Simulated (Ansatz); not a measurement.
Crystal: AlO.

```
Al O
1.0
     2.76919    0.00000    0.00000
     0.00000    2.76919    0.00000
     0.00000    0.00000    2.76919
Al O
1 1
Direct
  0.50000 0.50000 0.50000
  0.00000 0.00000 0.00000
```

The cell was built by a generator and needn't be a form met in nature.

| Property | Result |
| --- | --- |
| Program | Ansatz 0.2.0 |
| Task | relaxation of cell and atoms |
| Functional | PBEsol0 |
| Potentials or basis | Ansatz PAW |
| Cutoff | 420 eV (not typed: the program's choice for these potentials) |
| k mesh | 5 × 5 × 5 |
| Occupations | fermi-dirac, width 0.05 eV |
| Spin | no spin polarisation |

At the start: volume 10.62 Å³/atom.

Where does the relaxation end?

It ends after 7 steps and the volume is 9.97 Å³/atom (-6.1 %); space group Pm-3m (No. 221, to 0.05 Å).

Step by step:
```csv
step,energy change (eV),largest force (eV/Å),volume (Å³)
1,0.0000,0.0000,21.24
2,-0.0388,0.0000,20.23
3,-0.0413,0.0000,19.95
4,-0.0412,0.0000,19.97
5,-0.0385,0.0000,19.97
6,-0.0386,0.0000,19.94
7,-0.0386,0.0000,19.94
```

Final structure:
```cif
data_structure
_symmetry_space_group_name_H-M 'P 1'
_symmetry_Int_Tables_number 1
_cell_length_a 2.7117
_cell_length_b 2.7117
_cell_length_c 2.7117
_cell_angle_alpha 90.000
_cell_angle_beta 90.000
_cell_angle_gamma 90.000
_cell_volume 19.94
loop_
_atom_site_label
_atom_site_type_symbol
_atom_site_fract_x
_atom_site_fract_y
_atom_site_fract_z
_atom_site_occupancy
Al1 Al 0.50000 0.50000 0.50000 1
O1 O 0.00000 0.00000 0.00000 1
```

Caveat: the k mesh is coarse (spacing up to 0.45 Å⁻¹), so the values aren't converged, least of all with exact exchange; the plane-wave basis is chosen anew once the cell has moved, so the energies of steps on either side of that aren't comparable; the pressure holds a Pulay correction of +0.5 GPa for the finite cutoff; an odd number of electrons without spin polarisation forces a metal; a magnetic or distorted state may lie lower; the PAW data sets come from PBE, with cores solved anew for the run's functional, which leaves a small shift of forces and pressure.
